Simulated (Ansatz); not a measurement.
## TiO2 under changes of volume

One of the cells (12.226 Å³/atom); the others are scaled copies at fixed shape and fractional positions:

```
CELL_PARAMETERS angstrom
6.15358 -1.88347 0.00000
6.15358 1.88347 0.00000
-1.92833 0.00000 6.32897
ATOMIC_POSITIONS crystal
Ti 0.90007 0.90007 0.28960
Ti 0.19529 0.19529 0.28376
Ti 0.09993 0.09993 0.71040
Ti 0.80471 0.80471 0.71624
O 0.36193 0.36193 0.29340
O 0.26349 0.26349 0.65250
O 0.86719 0.86719 0.99529
O 0.73651 0.73651 0.34750
O 0.94165 0.94165 0.63002
O 0.13281 0.13281 0.00471
O 0.63807 0.63807 0.70660
O 0.05835 0.05835 0.36998
```

The cell comes from a database or a generator and needn't be the stable form of this composition.

* Program: Ansatz 0.2.0
* Functional: PBEsol
* Dispersion: D4
* Potentials or basis: Ansatz PAW
* Cutoff: 420 eV (not typed: the program's choice for these potentials)
* k mesh: 8 × 8 × 4
* Occupations: fermi-dirac, width 0.05 eV
* Spin: no spin polarisation

| volume (Å³/atom) | energy over the lowest point (meV/atom) | pressure (GPa) | gap on the mesh (eV) | largest force (eV/Å) |
| --- | --- | --- | --- | --- |
| 11.492 | 2.90 | 4.3 | 2.93 | 0.269 |
| 11.737 | 0.00 | -0.4 | 2.86 | 0.138 |
| 11.981 | 3.82 | -4.5 | 2.79 | 0.072 |
| 12.226 | 13.66 | -8.3 | 2.72 | 0.182 |
| 12.470 | 28.86 | -11.6 | 2.65 | 0.314 |
| 12.715 | ? | ? | ? | ? |
| 12.959 | 73.36 | -17.3 | 2.52 | 0.553 |

Q: What does the run at 12.715 Å³/atom give?

A: Energy over the lowest point 48.96 meV/atom; pressure -14.6 GPa; gap on the mesh 2.59 eV; largest force 0.438 eV/Å.

Worked out: A Birch-Murnaghan fit of order 3 (a polynomial in V^(-2/3)) to the other rows has its minimum at 11.72 Å³/atom with B0 = V·E''(V) = 212 GPa and B' = 4.2 at fixed shape and positions, which overstates the stiffness. It gives 48.98 meV/atom at 12.715 Å³/atom, against the run's 48.96, and -dE/dV = -14.6 GPa, against -14.6. A straight line through the other rows of the gap, of slope -3.43 eV per unit of ln V, gives 2.58 eV, against the run's 2.59.

Energies are extrapolated to zero smearing.

Caveats: the PAW data sets come from PBE, with cores solved anew for the run's functional, which leaves a small shift of forces and pressure.

A mesh can miss the band edges.
